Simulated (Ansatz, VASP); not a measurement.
## LiCl in VASP and in Ansatz

```
Li Cl
1.0
     0.00000    2.57285    2.57285
     2.57285    0.00000    2.57285
     2.57285    2.57285    0.00000
Li Cl
1 1
Direct
  0.00000 0.00000 0.00000
  0.50000 0.50000 0.50000
```

Alike in both runs: functional r2SCAN; k mesh 10 × 10 × 10; occupations fermi-dirac, width 0.02 eV; no spin polarisation.

Ansatz relaxed the structure, and its values are those at the end. VASP's run is a single point on that final structure, the one shown.

|  | VASP | Ansatz |
| --- | --- | --- |
| version | VASP 6.6.1 | Ansatz 0.2.0 |
| potentials or method | VASP PAW PBE potentials, release 64 (Li_sv, Cl) | PAW plane waves |
| plane-wave cutoff (eV) | 520 | 500 |
| valence electrons in the cell | 10 | 10 |

Ansatz gave:

* gap on the k mesh at the Fermi level (eV): 7.17

Problem. Which values does VASP return?

Solution. gap on the k mesh at the Fermi level (eV): 7.24.

Ansatz warned: «stress_scf_threshold_loose».

 A k mesh can miss the band edges. r2SCAN opens gaps a little over a GGA but as a rule still falls short of measured ones.
